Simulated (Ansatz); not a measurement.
# Si (P6/mmm) in Ansatz: further runs

The runs below take Si through single point, with PBE.

All numbers are computed with Ansatz 0.2.0; they aren't measurements. Logs are shortened: lines on timing, memory, paths and dates and some standing lists are left out, and cuts for length are marked.

## (1) The crystal as given

The structure is hexagonal, space group P6/mmm (No. 191). Conventional cell: a = 2.621 Å, b = 2.621 Å, c = 2.466 Å, α = 90.00°, β = 90.00°, γ = 120.00°. Si (site symmetry 6/mmm) is surrounded by 8 Si at 2.47 to 2.62 Å.

This isn't the form of Si at room conditions, which is diamond.

## (2) Single point, PBE, 13.79 Å³/atom (volume scaled by 0.94)

input.yaml reads:

```yaml
crystal:
  lattice:
    - [2.5670473388, 0.0, 0.0]
    - [-1.2835236694, 2.2231282081, 0.0]
    - [0.0, 0.0, 2.4160064996]
  atoms:
    - { symbol: Si, position: [0.0, 0.0, 0.0] }
kpoints:
  mp_grid: { grid: [12, 12, 11] }
scf:
  occupations: { method: fermi_dirac, width: 0.05 }
hamiltonian:
  xc: pbe
  pseudopotentials: { kind: all_electron, lapw: { basis_error: 0.0005 } }
output:
  forces: true
  stress: true
  eigenvalues: true
```

Potentials or basis: all-electron LAPW, scalar-relativistic.

Started as:

```bash
> ansatz run input.yaml --threads 1 --pin off --max-ram 3072MiB --backend cpu --events-out ev --progress --plain --runs-dir out
```

Output:

```text
Warning: RAYON_NUM_THREADS=1 ignored (pool sized by the plan → 1); use --threads N
LAPW: plane waves up to 7.666 Å⁻¹, error target 5.0e-4 eV per atom; small_component_spin mean_spin; Si in spheres of 1.208 Å, 12 of its electrons in bands, Dirac shells [] (how accurate: hamiltonian.pseudopotentials.lapw.basis_error, Limitations)
Engine: ansatz 0.2.0, aarch64-unknown-linux-gnu
Pseudopotentials: kind: all_electron
Pseudopotential: Si, LAPW, valence charge 12, lapw/all_electron/scalar/gaussian/Si, Koelling and Harmon's equation, gaussian nucleus
Functional definition: PBE
  parameter kappa = 0.804
  parameter beta = 0.06672455060314922
  exchange = pbe_x(kappa = kappa, mu = beta*pi^2/3)
  correlation = pbe_c(beta = beta)
Crystal: 1 atoms, lattice volume = 13.788 Å³
Basis set: ecut = 223.9213628693417 eV, 95 PW (Γ), exchange–correlation at level 2
Bands: 10, of which v1, the nominal top of the filled ones, is band 6 counted from 1 (5 counted from 0)
Symmetry: 24 space group operations
Space group: P6/mmm (ITA 191), of the structure as read, at distance tolerance 2.4e-5 Å
k-points: 114 of 1584
Non-local potential: Si, projectors of the file, none
Initial density: superposition of atomic densities (chi_scale 0.1, normalization cell)
Initial wavefunctions: plane waves of lowest kinetic energy (no species holds an atomic orbital)
Functional: x = pbe(κ = 0.804, μ = 0.2195149727645171), c = pbe(β = 0.06672455060314922)
iter 1 solved again at ethr=2.88e-4 eV; its pass at ethr=1.00e-1 eV (dr2=3.45e-2 eV) is discarded
SCF iter   1: F=—  HF=-7891.930817 eV  |F-HF|=—  |Δ(HF+E_count)|=         —  Δρ=2.21e-2  dr2=3.44e-2  ethr=2.88e-4  ⟨swp⟩=3.0  Hψ=8515  notcnv=0
preconditioner: auto → none  [metal: Δε(μ)=0.020 eV  Ē_g=14.466 eV  σ=0.050 eV  W_gap=0.10  n_scr=2 (ndim 8)  ℏωp=20.0 eV  f_vac=0.000  D(μ)=0.42/eV (n_scr^D=0)  sad-step TF]
SCF iter   2: F=—  HF=-7891.926360 eV  |F-HF|=—  |Δ(HF+E_count)|=   4.46e-3  Δρ=1.42e-2  dr2=1.57e-2  ethr=2.87e-4  ⟨swp⟩=2.0  Hψ=3145  notcnv=0
iter 3 solved again at ethr=1.12e-6 eV; its pass at ethr=1.30e-4 eV (dr2=1.34e-4 eV) is discarded
SCF iter   3: F=—  HF=-7891.926386 eV  |F-HF|=—  |Δ(HF+E_count)|=   2.65e-5  Δρ=1.26e-3  dr2=1.34e-4  ethr=1.12e-6  ⟨swp⟩=2.0  Hψ=5487  notcnv=0
SCF iter   4: F=—  HF=-7891.926400 eV  |F-HF|=—  |Δ(HF+E_count)|=         —  Δρ=1.57e-4  dr2=2.01e-6  ethr=1.12e-6  ⟨swp⟩=2.0  Hψ=2957  notcnv=0
the basis was enlarged: its passes take 444.8 KiB over the memory plan, 1 of 1 planned eigensolver slots
SCF iter   5: F=-7891.926400 eV  HF=-7891.926400 eV  |F-HF|=4.77e-8  |Δ(HF+E_count)|=   2.36e-7  Δρ=2.23e-5  dr2=3.73e-8  ethr=1.68e-8  ⟨swp⟩=2.0  Hψ=2957  notcnv=0
SCF 1 converged in 5 iterations: F = -7891.926400 eV  dr2 = 3.73e-8
SCF converged after 5 iterations
Free energy (F): -7891.926400 eV
Harris-Foulkes:  -7891.926400 eV  (|F-HF|=4.77e-8)
Internal energy: -7891.923299 eV  (E = F + TS)
E sigma→0 (E₀):  -7891.924849 eV
Entropy (-TS):   -0.003101 eV (-3.101 meV/atom)
Fermi energy:    12.881813 eV
--- Per-component energies (eV) ---
  E_band       = -679.607286
  E_kinetic    = 7916.749440
  E_xc         = -569.334932
  E_electrostatic = -15239.337807  (all electrons and nuclei)
  E_smearing   = -0.003101  (= −TS)
  E_closure    = 0.000000  (closes the sum)
  E_atoms      = -7886.856883  (free atoms, spherical and without spin; not in F)
  Σ components = -7891.926400   (vs F -7891.926400, Δ=0.00e0)
  Basis errors (estimates in eV, not in F): energy 2.1e-4 per atom: plane waves 1.8e-4 (1.0e-4 summed), levels above the bands 2.7e-111, relativity 5.4e-9, radial functions 2.1e-5, core shells 8.3e-13; eigenvalues (radial functions only) 4.1e-6; not estimated: angular momenta, meshes, grids; target (lapw.basis_error) 5.0e-4; muffin-tin radii Si 1.208 Å
--- Forces (eV/Å), atoms counted from 1 ---
  atom   1  Si     0.00000000     0.00000000     0.00000000
  max |Σ_I F_I| component: 2.05e-33 eV/Å
--- Stress (GPa, compression-positive) ---
        9.846117      -0.000000       0.000000
        0.000000       9.846117       0.000000
        0.000000       0.000000      15.591126
  P = ⅓ Tr σ = 11.7611 GPa (117.611 kbar)
--- Band table (eV; the first three rows and the last of 114) ---
  k-point 0: bands = ["-121.4572", "-77.5084", "-77.5084", "-77.4504", "-1.8111", "20.4468", "21.3431", "23.9602", "23.9602", "25.4078"]
  k-point 1: bands = ["-121.4570", "-77.5083", "-77.5083", "-77.4521", "-1.6087", "17.3799", "24.1169", "24.1169", "24.3215", "25.5697"]
  k-point 2: bands = ["-121.4564", "-77.5079", "-77.5079", "-77.4568", "-1.0043", "14.0296", "24.5862", "24.5862", "26.0396", "26.0396"]
  k-point 113: bands = ["-121.4523", "-77.5171", "-77.5171", "-77.4699", "11.5467", "11.8319", "11.8319", "14.9555", "16.8370", "16.8370"]
```

Wall time 5 s (1 thread of Arm Neoverse N1, shared host); peak memory 0.22 GiB.

Results:

```
Free energy            : -7891.9264 eV
Pressure               : 11.8 GPa
Band gap on the k mesh : none (metal or under the smearing width)
```

## (3) Single point, PBE, 14.08 Å³/atom (volume scaled by 0.96)

Edit input.yaml of step 2 so:

```diff
@@ -2,5 +2,5 @@
   lattice:
-    - [2.5670473388, 0.0, 0.0]
-    - [-1.2835236694, 2.2231282081, 0.0]
-    - [0.0, 0.0, 2.4160064996]
+    - [2.5851257326, 0.0, 0.0]
+    - [-1.2925628663, 2.2387845564, 0.0]
+    - [0.0, 0.0, 2.4330211905]
   atoms:
```

Potentials or basis: all-electron LAPW, scalar-relativistic.

Started as:

```bash
> ansatz run input.yaml --threads 1 --pin off --max-ram 3072MiB --backend cpu --events-out ev --progress --plain --runs-dir out
```

It took 5 s on 1 thread of Arm Neoverse N1, shared host; peak memory 0.21 GiB.

Results (log left out):

```yaml
Free_energy: -7891.9449 eV
Pressure: 8.6 GPa
Band_gap_on_the_k_mesh: none (metal or under the smearing width)
```

## (4) Single point, PBE, 14.37 Å³/atom (volume scaled by 0.98)

Edit input.yaml of step 3 so:

```diff
@@ -2,5 +2,5 @@
   lattice:
-    - [2.5851257326, 0.0, 0.0]
-    - [-1.2925628663, 2.2387845564, 0.0]
-    - [0.0, 0.0, 2.4330211905]
+    - [2.6029547493, 0.0, 0.0]
+    - [-1.3014773747, 2.2542249378, 0.0]
+    - [0.0, 0.0, 2.4498011772]
   atoms:
```

Started as:

```bash
> ansatz run input.yaml --threads 1 --pin off --max-ram 3072MiB --backend cpu --events-out ev --progress --plain --runs-dir out
```

Wall time 4.9 s (1 thread of Arm Neoverse N1, shared host); peak memory 0.21 GiB.

Results (log left out):

```
Free energy            : -7891.9579 eV
Pressure               : 5.7 GPa
Band gap on the k mesh : none (metal or under the smearing width)
```

## (5) Single point, PBE, 14.67 Å³/atom

Edit input.yaml of step 4 so:

```diff
@@ -2,5 +2,5 @@
   lattice:
-    - [2.6029547493, 0.0, 0.0]
-    - [-1.3014773747, 2.2542249378, 0.0]
-    - [0.0, 0.0, 2.4498011772]
+    - [2.6205428149, 0.0, 0.0]
+    - [-1.3102714075, 2.2694566494, 0.0]
+    - [0.0, 0.0, 2.46635439]
   atoms:
```

Started as:

```bash
> ansatz run input.yaml --threads 1 --pin off --max-ram 3072MiB --backend cpu --events-out ev --progress --plain --runs-dir out
```

It took 5 s on 1 thread of Arm Neoverse N1, shared host; peak memory 0.21 GiB.

Results (log left out):

| Property | Result |
| --- | --- |
| Free energy | -7891.9659 eV |
| Pressure | 3.1 GPa |
| Band gap on the k mesh | none (metal or under the smearing width) |

## (6) Single point, PBE, 14.96 Å³/atom (volume scaled by 1.02)

Edit input.yaml of step 5 so:

```diff
@@ -2,5 +2,5 @@
   lattice:
-    - [2.6205428149, 0.0, 0.0]
-    - [-1.3102714075, 2.2694566494, 0.0]
-    - [0.0, 0.0, 2.46635439]
+    - [2.6378979089, 0.0, 0.0]
+    - [-1.3189489545, 2.2844866016, 0.0]
+    - [0.0, 0.0, 2.4826883388]
   atoms:
```

Potentials or basis: all-electron LAPW, scalar-relativistic.

Started as:

```bash
> ansatz run input.yaml --threads 1 --pin off --max-ram 3072MiB --backend cpu --events-out ev --progress --plain --runs-dir out
```

It took 4.9 s on 1 thread of Arm Neoverse N1, shared host; peak memory 0.22 GiB.

The run converged. Its results:

- Free energy: -7891.9694 eV
- Pressure: 0.8 GPa
- Band gap on the k mesh: none (metal or under the smearing width)

## (7) Single point, PBE, 15.25 Å³/atom (volume scaled by 1.04)

Edit input.yaml of step 6 so:

```diff
@@ -2,5 +2,5 @@
   lattice:
-    - [2.6378979089, 0.0, 0.0]
-    - [-1.3189489545, 2.2844866016, 0.0]
-    - [0.0, 0.0, 2.4826883388]
+    - [2.655027596, 0.0, 0.0]
+    - [-1.3275137981, 2.2993213459, 0.0]
+    - [0.0, 0.0, 2.4988101434]
   atoms:
```

Started as:

```bash
> ansatz run input.yaml --threads 1 --pin off --max-ram 3072MiB --backend cpu --events-out ev --progress --plain --runs-dir out
```

Run time: 4.9 s. Hardware: 1 thread of Arm Neoverse N1, shared host; peak memory 0.21 GiB.

Results (log left out):

- Free energy: -7891.9689 eV
- Pressure: -1.3 GPa
- Band gap on the k mesh: none (metal or under the smearing width)

## (8) Single point, PBE, 15.55 Å³/atom (volume scaled by 1.06)

Edit input.yaml of step 7 so:

```diff
@@ -2,5 +2,5 @@
   lattice:
-    - [2.655027596, 0.0, 0.0]
-    - [-1.3275137981, 2.2993213459, 0.0]
-    - [0.0, 0.0, 2.4988101434]
+    - [2.6719390558, 0.0, 0.0]
+    - [-1.3359695279, 2.3139670997, 0.0]
+    - [0.0, 0.0, 2.5147265607]
   atoms:
```

Started as:

```bash
> ansatz run input.yaml --threads 1 --pin off --max-ram 3072MiB --backend cpu --events-out ev --progress --plain --runs-dir out
```

Wall time 5 s (1 thread of Arm Neoverse N1, shared host); peak memory 0.21 GiB.

It converged, with:

| Item | Value |
| --- | --- |
| Free energy | -7891.9648 eV |
| Pressure | -3.1 GPa |
| Band gap on the k mesh | none (metal or under the smearing width) |

## (9) For comparison

An earlier run on the cell as given: functional PBE; potentials or basis all-electron LAPW, scalar-relativistic; cutoff 189 eV (chosen from the basis error); basis error allowed 0.001 eV/atom; k mesh 12 × 12 × 11; occupations fermi-dirac, width 0.05 eV; no spin polarisation.

* Pressure: 3.1 GPa
* Band gap on the k mesh: none (metal or under the smearing width)
